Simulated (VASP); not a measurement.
# Si (P6_3/mmc) in VASP: equation of state

How stiff is Si in PBE, and what volume does it want? The cell is scaled to several volumes.

Everything below comes from runs of VASP 6.6.1. Logs are shortened: lines on timing, memory, paths and dates and some standing lists are left out, and cuts for length are marked.

### 1 Starting point

It takes space group P6_3/mmc (No. 194, hexagonal). The conventional cell has a = 3.831 Å, b = 3.831 Å, c = 6.333 Å, α = 90.00°, β = 90.00°, γ = 120.00°. Si (site symmetry 3m) is surrounded by 4 Si at 2.35 to 2.37 Å.

This isn't the form of Si at room conditions, which is diamond.

### 2 Equation of state, PBE, 18.92 Å³/atom (volume scaled by 0.94)

INCAR reads:

```
ALGO     = Normal         # electronic algorithm
EDIFF    = 1E-7           # SCF threshold, eV
ENCUT    = 520            # plane-wave cutoff, eV
GGA      = PE             # functional
ISIF     = 2              # what is computed and relaxed
ISMEAR   = -1             # smearing method
LASPH    = True           # aspherical terms in the spheres
LCHARG   = False          # write CHGCAR
LREAL    = False          # projectors in reciprocal space
LWAVE    = False          # write WAVECAR
NBANDS   = 16             # bands
NELM     = 60             # most SCF steps
PREC     = Accurate       # precision mode
SIGMA    = 0.05           # smearing width, eV
```

KPOINTS reads:

```
k-points
0
Gamma
  8 8 4
```

POSCAR reads:

```
Si
1.0
    3.7531053624      0.0000000000      0.0000000000
   -1.8765526812      3.2502845869      0.0000000000
    0.0000000000      0.0000000000      6.2033485431
Si
4
Direct
    0.6666666667      0.3333333333      0.9369905000
    0.3333333333      0.6666666667      0.4369905000
    0.6666666667      0.3333333333      0.5630095000
    0.3333333333      0.6666666667      0.0630095000
```

Potentials or basis: VASP PAW PBE potentials, release 64 (Si).

Command:

```
$ cat potpaw_PBE.64/Si/POTCAR > POTCAR
$ mpirun -np 1 vasp_std > vasp.out
```

OUTCAR:

```text
EDIFF = 1E-7
   ENCUT = 520
   GGA = PE
   ISIF = 2
   ISMEAR = -1
   LASPH = True
   LREAL = False
   NELM = 60
   PREC = Accurate

 ion  position               nearest neighbor table
   1  0.667  0.333  0.937-   4 2.30   4 2.30   4 2.30   3 2.32
   2  0.333  0.667  0.437-   3 2.30   3 2.30   3 2.30   4 2.32
   3  0.667  0.333  0.563-   2 2.30   2 2.30   2 2.30   1 2.32
   4  0.333  0.667  0.063-   1 2.30   1 2.30   1 2.30   2 2.32

  LATTYP: Found a hexagonal cell.
 ALAT       =     3.7531053624
 C/A-ratio  =     1.6528575524

  Lattice vectors:

 A1 = (   3.7531053624,   0.0000000000,   0.0000000000)
 A2 = (  -1.8765526812,   3.2502845869,   0.0000000000)
 A3 = (   0.0000000000,   0.0000000000,   6.2033485431)

Analysis of symmetry for initial positions (statically):
=====================================================================
 Subroutine PRICEL returns:
 Original cell was already a primitive cell.

 Routine SETGRP: Setting up the symmetry group for a
 hexagonal supercell.

 Subroutine GETGRP returns: Found 24 space group operations
 (whereof 12 operations were pure point group operations)
 out of a pool of 24 trial point group operations.

The static configuration has the point symmetry D_3d.
 The point group associated with its full space group is D_6h.

Analysis of symmetry for dynamics (positions and initial velocities):
=====================================================================
 Subroutine PRICEL returns:
 Original cell was already a primitive cell.

 Routine SETGRP: Setting up the symmetry group for a
 hexagonal supercell.

 Subroutine GETGRP returns: Found 24 space group operations
 (whereof 12 operations were pure point group operations)
 out of a pool of 24 trial point group operations.

The dynamic configuration has the point symmetry D_3d.
 The point group associated with its full space group is D_6h.

 Subroutine INISYM returns: Found 24 space group operations
 (whereof 12 operations are pure point group operations),
 and found     1 'primitive' translations

----------------------------------------------------------------------------------------

                                     Primitive cell

  volume of cell :      75.6725

  direct lattice vectors                    reciprocal lattice vectors
     3.753105362  0.000000000  0.000000000     0.266446024  0.153832683  0.000000000
    -1.876552681  3.250284587  0.000000000     0.000000000  0.307665367  0.000000000
     0.000000000  0.000000000  6.203348543     0.000000000  0.000000000  0.161203259

  length of vectors
     3.753105362  3.753105362  6.203348543     0.307665367  0.307665367  0.161203259

  position of ions in fractional coordinates (direct lattice)
     0.666666667  0.333333333  0.936990500
     0.333333333  0.666666667  0.436990500
     0.666666667  0.333333333  0.563009500
     0.333333333  0.666666667  0.063009500

  ion indices of the primitive-cell ions
   primitive index   ion index
                 1           1
                 2           2
                 3           3
                 4           4

----------------------------------------------------------------------------------------

 KPOINTS: k-points

Automatic generation of k-mesh.
 Grid dimensions read from file:
 generate k-points for:    8    8    4

 Generating k-lattice:

  Cartesian coordinates                     Fractional coordinates (reciprocal lattice)
     0.033305753  0.019229085  0.000000000     0.125000000  0.000000000  0.000000000
     0.000000000  0.038458171  0.000000000     0.000000000  0.125000000  0.000000000
     0.000000000  0.000000000  0.040300815     0.000000000  0.000000000  0.250000000

  Length of vectors
     0.038458171  0.038458171  0.040300815

  Shift w.r.t. Gamma in fractional coordinates (k-lattice)
     0.000000000  0.000000000  0.000000000

 Subroutine IBZKPT returns following result:
 ===========================================

 Found     30 irreducible k-points:

 Following reciprocal coordinates:
            Coordinates               Weight
  0.000000  0.000000  0.000000      1.000000
  0.125000 -0.000000  0.000000      6.000000
  0.250000 -0.000000  0.000000      6.000000
  0.375000 -0.000000  0.000000      6.000000
  0.500000 -0.000000  0.000000      3.000000
  0.125000  0.125000  0.000000      6.000000
[... 22 lines left out ...]
  0.250000  0.250000  0.500000      6.000000
  0.375000  0.250000  0.500000      6.000000
   k-points           NKPTS =     30   k-points in BZ     NKDIM =     30   number of bands    NBANDS=     16
   number of dos      NEDOS =    301   number of ions     NIONS =      4
   total plane-waves  NPLWV =  37632
   dimension x,y,z NGX =    28 NGY =   28 NGZ =   48
   dimension x,y,z NGXF=    56 NGYF=   56 NGZF=   96
   ions per type =               4
   NGX,Y,Z   is equivalent  to a cutoff of  12.40, 12.40, 12.86 a.u.
   NGXF,Y,Z  is equivalent  to a cutoff of  24.81, 24.81, 25.73 a.u.
 SYSTEM =  unknown system
[... 110 lines left out ...]

 k-point     6 :       0.1250    0.1250    0.0000
  band No.  band energies     occupation
      1      -5.3899      2.00000
      2      -2.9364      2.00000
      3      -0.5899      2.00000
      4       2.5573      2.00000
      5       3.8339      2.00000
      6       4.1739      2.00000
[... 8 lines left out ...]
     15      11.4947      0.00000
     16      12.4207      0.00000

 k-point     7 :       0.2500    0.1250    0.0000
  band No.  band energies     occupation
      1      -4.6633      2.00000
      2      -2.1897      2.00000
      3      -0.7766      2.00000
      4       1.6172      2.00000
      5       2.4547      2.00000
      6       2.9743      2.00000
[... 8 lines left out ...]
     15      13.2619      0.00000
     16      13.3528      0.00000

 k-point     8 :       0.3750    0.1250    0.0000
  band No.  band energies     occupation
      1      -3.7351      2.00000
      2      -1.7628      2.00000
      3      -1.2143      2.00000
      4       0.9011      2.00000
      5       1.6979      2.00000
      6       2.6996      2.00000
[... 8 lines left out ...]
     15      13.2887      0.00000
     16      13.8614      0.00000

 k-point     9 :       0.2500    0.2500    0.0000
  band No.  band energies     occupation
      1      -3.8191      2.00000
      2      -1.4785      2.00000
      3      -1.3090      2.00000
      4       1.3222      2.00000
      5       1.7645      2.00000
      6       1.9808      2.00000
[... 8 lines left out ...]
     15      13.1651      0.00000
     16      13.3174      0.00000
[... 286 lines left out ...]
 k-point    25 :       0.5000   -0.0000    0.5000
  band No.  band energies     occupation
      1      -2.8948      2.00000
      2      -2.8948      2.00000
      3      -0.8366      2.00000
      4      -0.8366      2.00000
      5       4.1153      2.00000
      6       4.1153      2.00000
[... 8 lines left out ...]
     15      14.9231      0.00000
     16      14.9231      0.00000

 k-point    26 :       0.1250    0.1250    0.5000
  band No.  band energies     occupation
      1      -4.5630      2.00000
      2      -4.5630      2.00000
      3       2.0416      2.00000
      4       2.0416      2.00000
      5       3.7799      2.00000
      6       3.7799      2.00000
[... 8 lines left out ...]
     15      12.4951      0.00000
     16      12.4951      0.00000

 k-point    27 :       0.2500    0.1250    0.5000
  band No.  band energies     occupation
      1      -3.8499      2.00000
      2      -3.8499      2.00000
      3       0.8136      2.00000
      4       0.8136      2.00000
      5       3.5745      2.00000
      6       3.5745      2.00000
[... 8 lines left out ...]
     15      12.6604      0.00000
     16      12.6604      0.00000

 k-point    28 :       0.3750    0.1250    0.5000
  band No.  band energies     occupation
      1      -2.9769      2.00000
      2      -2.9769      2.00000
      3      -0.5392      2.00000
      4      -0.5392      2.00000
      5       3.1953      2.00000
      6       3.1953      2.00000
[... 8 lines left out ...]
     15      14.5536      0.00000
     16      14.5536      0.00000

 k-point    29 :       0.2500    0.2500    0.5000
  band No.  band energies     occupation
      1      -3.0482      2.00000
      2      -3.0482      2.00000
      3      -0.1857      2.00000
      4      -0.1857      2.00000
      5       2.5290      2.00000
      6       2.5290      2.00000
[... 8 lines left out ...]
     15      12.1474      0.00000
     16      12.1474      0.00000

 k-point    30 :       0.3750    0.2500    0.5000
  band No.  band energies     occupation
      1      -2.4418      2.00000
      2      -2.4418      2.00000
      3      -0.8699      2.00000
      4      -0.8699      2.00000
      5       2.1172      2.00000
      6       2.1172      2.00000
[... 8 lines left out ...]
     15      13.9964      0.00000
     16      13.9964      0.00000

------------------------ aborting loop because EDIFF is reached ----------------------------------------

  FORCE on cell =-STRESS in cart. coord.  units (eV):
  Direction    XX          YY          ZZ          XY          YZ          ZX
  --------------------------------------------------------------------------------------
  -------------------------------------------------------------------------------------
  Total        3.7829254      3.7829254      3.8115848     -0.0000000      0.0000000      0.0000000
  in kB       80.0940083     80.0940083     80.7007998     -0.0000000      0.0000000      0.0000000
  external PRESSURE =      80.2962721 kB  Pullay stress =       0.0000000 kB

 VOLUME and BASIS-vectors are now :
 -----------------------------------------------------------------------------
  energy-cutoff  :      520.00
  volume of cell :       75.67
      direct lattice vectors                 reciprocal lattice vectors
     3.753105362  0.000000000  0.000000000     0.266446024  0.153832683  0.000000000
    -1.876552681  3.250284587  0.000000000     0.000000000  0.307665367  0.000000000
     0.000000000  0.000000000  6.203348543     0.000000000  0.000000000  0.161203259

 POSITION                                       TOTAL-FORCE (eV/Angst)
 -----------------------------------------------------------------------------------
      1.87655      1.08343      5.81248         0.000000     -0.000000     -0.018549
     -0.00000      2.16686      2.71080        -0.000000      0.000000     -0.018549
      1.87655      1.08343      3.49254         0.000000      0.000000      0.018549
     -0.00000      2.16686      0.39087        -0.000000      0.000000      0.018549
 -----------------------------------------------------------------------------------
    total drift:                               -0.000000      0.000000     -0.000000

  FREE ENERGIE OF THE ION-ELECTRON SYSTEM (eV)
  ---------------------------------------------------
  free  energy   TOTEN  =       -21.5105613078 eV

  energy  without entropy=      -21.5100866734  energy(sigma->0) =      -21.51032399
```

Wall time 18 s (1 thread of Intel Xeon Platinum 8559C (Emerald Rapids), shared host); peak memory 0.17 GiB.

What came out:

| Quantity | Value |
| --- | --- |
| Free energy | -21.5106 eV |
| Pressure | 8.0 GPa |
| Largest force | 0.019 eV/Å |
| Band gap on the k mesh | 0.27 eV, indirect (least direct gap 1.19 eV) |

### 3 Equation of state, PBE, 19.32 Å³/atom (volume scaled by 0.96)

INCAR reads:

```
SYSTEM = Si
PREC     = Accurate       ! precision mode
ENCUT    = 520            ! plane-wave cutoff, eV
EDIFF    = 1E-7           ! SCF threshold, eV
ISMEAR   = -1             ! smearing method
SIGMA    = 0.05           ! smearing width, eV
LREAL    = .FALSE.        ! projectors in reciprocal space
LASPH    = .TRUE.         ! aspherical terms in the spheres
NELM     = 60             ! most SCF steps
ALGO     = Normal         ! electronic algorithm
ISIF     = 2              ! what is computed and relaxed
LWAVE    = .FALSE.        ! write WAVECAR
LCHARG   = .FALSE.        ! write CHGCAR
GGA      = PE             ! functional
NBANDS   = 16             ! bands
```

KPOINTS reads:

```
regular mesh
0
G
  8 8 4
  0 0 0
```

POSCAR reads:

```
Si
1.0
    3.7795365527      0.0000000000      0.0000000000
   -1.8897682764      3.2731746692      0.0000000000
    0.0000000000      0.0000000000      6.2470355356
Si
4
Direct
    0.6666666667      0.3333333333      0.9369905000
    0.3333333333      0.6666666667      0.4369905000
    0.6666666667      0.3333333333      0.5630095000
    0.3333333333      0.6666666667      0.0630095000
```

Potentials or basis: VASP PAW PBE potentials, release 64 (Si).

Command:

```
$ cat potpaw_PBE.64/Si/POTCAR > POTCAR
$ mpirun -np 1 vasp_std > vasp.out
```

Wall time 19 s (1 thread of Intel Xeon Platinum 8559C (Emerald Rapids), shared host); peak memory 0.17 GiB.

Results (log left out):

| Item | Value |
| --- | --- |
| Free energy | -21.5788 eV |
| Pressure | 5.6 GPa |
| Largest force | 0.009 eV/Å |
| Band gap on the k mesh | 0.33 eV, indirect (least direct gap 1.14 eV) |

### 4 Equation of state, PBE, 19.72 Å³/atom (volume scaled by 0.98)

INCAR reads:

```
SYSTEM = Si
PREC = Accurate ; ENCUT = 520
EDIFF = 1E-7 ; ISMEAR = -1
SIGMA = 0.05 ; LREAL = .FALSE.
LASPH = .TRUE. ; NELM = 80
ALGO = Normal ; ISIF = 2
LWAVE = .FALSE. ; LCHARG = .FALSE.
GGA = PE ; NBANDS = 16
```

KPOINTS reads:

```
Automatic mesh
0
G
  8 8 4
  0 0 0
```

POSCAR reads:

```
Si
1.0
    3.8056031457      0.0000000000      0.0000000000
   -1.9028015729      3.2957490010      0.0000000000
    0.0000000000      0.0000000000      6.2901199008
Si
4
Direct
    0.6666666667      0.3333333333      0.9369905000
    0.3333333333      0.6666666667      0.4369905000
    0.6666666667      0.3333333333      0.5630095000
    0.3333333333      0.6666666667      0.0630095000
```

Command:

```
$ cat potpaw_PBE.64/Si/POTCAR > POTCAR
$ mpirun -np 1 vasp_std > vasp.out
```

Wall time 20 s (1 thread of Intel Xeon Platinum 8559C (Emerald Rapids), shared host); peak memory 0.18 GiB.

The run converged. Its results:

| Property | Result |
| --- | --- |
| Free energy | -21.6235 eV |
| Pressure | 3.4 GPa |
| Band gap on the k mesh | 0.37 eV, indirect (least direct gap 1.09 eV) |

### 5 Equation of state, PBE, 20.53 Å³/atom (volume scaled by 1.02)

INCAR is that of step 4.

KPOINTS is that of step 4.

POSCAR reads:

```
Si
1.0
    3.8566911633      0.0000000000      0.0000000000
   -1.9283455817      3.3399925220      0.0000000000
    0.0000000000      0.0000000000      6.3745611165
Si
4
Direct
    0.6666666667      0.3333333333      0.9369905000
    0.3333333333      0.6666666667      0.4369905000
    0.6666666667      0.3333333333      0.5630095000
    0.3333333333      0.6666666667      0.0630095000
```

Command:

```
$ cat potpaw_PBE.64/Si/POTCAR > POTCAR
$ mpirun -np 1 vasp_std > vasp.out
```

Run time: 26 s. Hardware: 1 thread of Intel Xeon Platinum 8559C (Emerald Rapids), shared host; peak memory 0.19 GiB.

The run converged. Its results:

```yaml
Free_energy: -21.6516 eV
Pressure: -0.4 GPa
Largest_force: 0.015 eV/Å
Band_gap_on_the_k_mesh: 0.46 eV, indirect (least direct gap 0.98 eV)
```

### 6 Equation of state, PBE, 20.93 Å³/atom (volume scaled by 1.04)

INCAR reads:

```
PREC = Accurate ; ENCUT = 520
EDIFF = 1E-7 ; ISMEAR = -1
SIGMA = 0.05 ; LREAL = False
LASPH = True ; NELM = 60
ALGO = Normal ; ISIF = 2
LWAVE = False ; LCHARG = False
GGA = PE ; NBANDS = 16
```

KPOINTS reads:

```
regular mesh
0
Gamma
  8 8 4
```

POSCAR reads:

```
Si
1.0
    3.8817353141      0.0000000000      0.0000000000
   -1.9408676571      3.3616813928      0.0000000000
    0.0000000000      0.0000000000      6.4159555303
Si
4
Direct
    0.6666666667      0.3333333333      0.9369905000
    0.3333333333      0.6666666667      0.4369905000
    0.6666666667      0.3333333333      0.5630095000
    0.3333333333      0.6666666667      0.0630095000
```

Potentials or basis: VASP PAW PBE potentials, release 64 (Si).

Command:

```
$ cat potpaw_PBE.64/Si/POTCAR > POTCAR
$ mpirun -np 1 vasp_std > vasp.out
```

Run time: 25 s. Hardware: 1 thread of Intel Xeon Platinum 8559C (Emerald Rapids), shared host; peak memory 0.19 GiB.

The run converged. Its results:

```
Free energy            : -21.6390 eV
Pressure               : -2.1 GPa
Largest force          : 0.023 eV/Å
Band gap on the k mesh : 0.50 eV, indirect (least direct gap 0.93 eV)
```

### 7 Equation of state, PBE, 21.33 Å³/atom (volume scaled by 1.06)

INCAR reads:

```
PREC = Accurate
ENCUT = 520
EDIFF = 1E-7
ISMEAR = -1
SIGMA = 0.05
LREAL = F
LASPH = T
NELM = 100
ALGO = Normal
ISIF = 2
LWAVE = F
LCHARG = F
GGA = PE
NBANDS = 16
```

KPOINTS is that of step 6.

POSCAR reads:

```
Si
1.0
    3.9064604095      0.0000000000      0.0000000000
   -1.9532302048      3.3830939535      0.0000000000
    0.0000000000      0.0000000000      6.4568225910
Si
4
Direct
    0.6666666667      0.3333333333      0.9369905000
    0.3333333333      0.6666666667      0.4369905000
    0.6666666667      0.3333333333      0.5630095000
    0.3333333333      0.6666666667      0.0630095000
```

Command:

```
$ cat potpaw_PBE.64/Si/POTCAR > POTCAR
$ mpirun -np 1 vasp_std > vasp.out
```

Wall time 26 s (1 thread of Intel Xeon Platinum 8559C (Emerald Rapids), shared host); peak memory 0.19 GiB.

Results (log left out):

- Free energy: -21.6109 eV
- Pressure: -3.5 GPa
- Largest force: 0.029 eV/Å
- Band gap on the k mesh: 0.54 eV, indirect (least direct gap 0.88 eV)

### 8 Equation of state, PBE

This step only gathers the single runs of the series.

What came out:

* Equilibrium volume: 20.43 Å³/atom
* Bulk modulus at fixed shape and positions: 89 GPa
* Pressure derivative of the bulk modulus: 4.3

Energy against volume, from the lowest point:
```csv
volume (Å³/atom),energy (meV/atom)
18.918,35.27
19.321,18.21
19.723,7.03
20.126,1.13
20.528,0.00
20.931,3.16
21.333,10.19
```

Caveat: the cell was scaled at fixed shape and fractional positions, which overstates the stiffness of a crystal with free parameters, most of all of layers and chains.
